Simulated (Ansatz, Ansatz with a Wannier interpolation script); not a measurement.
Rows from a G0W0 calculation on Te2Pt (1T monolayer) (Ansatz 0.2.0; G0W0 on PBE, plane waves, PAW; 6×6×1 mesh, 654 empty bands, screening to 80 eV), in eV. Spin-orbit coupling is left out.

```tsv
row	Σx	Σc	Vxc	Z
A	-17.61	1.15	-16.15	0.69
B	-16.00	0.66	-15.03	0.70
C	-16.00	-2.97	-19.30	0.65
D	-15.02	-2.44	-17.76	0.70
E	-14.95	-3.06	-18.33	0.67
F	-14.42	0.83	-13.20	0.68
```

Q: Which rows are filled states and which are empty ones, and how can one tell?

Filled: A, B and F. Empty: C, D and E. The sign of Σc tells: for a filled state bare exchange, which holds its interaction with itself, lies below Vxc (Σx − Vxc is -1.0 eV or lower here) and screening gives part back as a positive Σc. For an empty state Σx lies above Vxc (+2.7 eV or more) and the Coulomb hole leaves Σc negative.

[Paths, hosts, dates, memory and timing lines, banners, echoed tables and standing remarks are left out of the program output.]

[Logs are printed without paths, hosts, clocks, repeated set-up lines and the standing remarks that a program may print on its own settings, such as how far it seeks lower states.]

[Runs of the session that timed out or met a known fault of the program may be left out.]

[Hosts, paths, dates, database ids (printed as entryN), source tags and the programs' standing remarks are cut or masked in the printed files.]
